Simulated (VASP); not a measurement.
SiC: band structure with TB-mBJ

**The experiment to reproduce.**

From “Insight into the structural, elastic and electronic properties of a new orthorhombic 6O-SiC polytype”, 2020, pmc:7200658, for a bulk crystal of SiC: band gap 2.4 eV (indirect).

The system is SiC.

```
Si C
1.0
     0.00000    2.17900    2.17900
     2.17900    0.00000    2.17900
     2.17900    2.17900    0.00000
Si C
1 1
Direct
  0.00000 0.00000 0.00000
  0.25000 0.25000 0.25000
```

- Program: VASP 6.6.1
- Task: band structure
- Functional: TB-mBJ
- Potentials or basis: VASP PAW PBE potentials, release 64 (Si, C)
- Cutoff: 520 eV
- k mesh: 10 × 10 × 10
- Occupations: gaussian, width 0.03 eV
- Spin: no spin polarisation
- Further INCAR settings: ALGO = Normal; EDIFF = 1e-07; NBANDS = 11

The band gap on the k mesh is 2.34 eV, indirect (least direct gap 5.53 eV) and the band gap along the path is 2.34 eV, indirect (least direct gap 5.53 eV).

Levels at the corners of the path, in eV from the valence-band top:
| point | band 1 | band 2 | band 3 | band 4 | band 5 | band 6 | band 7 | band 8 | band 9 |
| --- | --- | --- | --- | --- | --- | --- | --- | --- | --- |
| Γ | -15.55 | 0.00 | 0.00 | 0.00 | 7.01 | 8.01 | 8.01 | 8.01 | 15.63 |
| X | -10.83 | -7.64 | -3.18 | -3.18 | 2.34 | 5.13 | 15.63 | 15.63 | 16.06 |
| X | -10.83 | -7.64 | -3.18 | -3.18 | 2.34 | 5.13 | 15.63 | 15.63 | 16.06 |
| W | -10.64 | -6.91 | -4.83 | -4.46 | 6.11 | 10.31 | 10.50 | 10.51 | 15.88 |
| W | -10.64 | -6.91 | -4.83 | -4.46 | 6.11 | 10.31 | 10.50 | 10.51 | 15.88 |
| K | -10.84 | -7.14 | -5.33 | -2.60 | 4.05 | 8.56 | 13.07 | 13.60 | 14.24 |
| K | -10.84 | -7.14 | -5.33 | -2.60 | 4.05 | 8.56 | 13.07 | 13.60 | 14.24 |
| Γ | -15.55 | 0.00 | 0.00 | 0.00 | 7.01 | 8.01 | 8.01 | 8.01 | 15.63 |
| Γ | -15.55 | 0.00 | 0.00 | 0.00 | 7.01 | 8.01 | 8.01 | 8.01 | 15.63 |
| L | -12.18 | -8.31 | -1.10 | -1.10 | 6.19 | 8.12 | 8.12 | 11.27 | 17.36 |
| L | -12.18 | -8.31 | -1.10 | -1.10 | 6.19 | 8.12 | 8.12 | 11.27 | 17.36 |
| U | -10.84 | -7.14 | -5.33 | -2.60 | 4.05 | 8.56 | 13.07 | 13.60 | 14.24 |
| U | -10.84 | -7.14 | -5.33 | -2.60 | 4.05 | 8.56 | 13.07 | 13.60 | 14.24 |
| W | -10.64 | -6.91 | -4.83 | -4.46 | 6.11 | 10.31 | 10.50 | 10.51 | 15.88 |
| W | -10.64 | -6.91 | -4.83 | -4.46 | 6.11 | 10.31 | 10.50 | 10.51 | 15.88 |
| L | -12.18 | -8.31 | -1.10 | -1.10 | 6.19 | 8.12 | 8.12 | 11.27 | 17.36 |
| L | -12.18 | -8.31 | -1.10 | -1.10 | 6.19 | 8.12 | 8.12 | 11.27 | 17.36 |
| K | -10.84 | -7.14 | -5.33 | -2.60 | 4.05 | 8.56 | 13.07 | 13.60 | 14.24 |
| U | -10.84 | -7.14 | -5.33 | -2.60 | 4.05 | 8.56 | 13.07 | 13.60 | 14.24 |
| X | -10.83 | -7.64 | -3.18 | -3.18 | 2.34 | 5.13 | 15.63 | 15.63 | 16.06 |

Run time: 27 s on 1 thread of Intel(R) Xeon(R) 6975P-C (Granite Rapids), on a shared host, peak memory 0.14 GiB.

Against the measured gap of SiC, 2.4 eV (indirect; quoted in “Insight into the structural, elastic and electronic properties of a new orthorhombic 6O-SiC polytype”, 2020, pmc:7200658), the calculated 2.34 eV is off by -0.06 eV. The value is that of TB-mBJ, without temperature or zero-point motion.
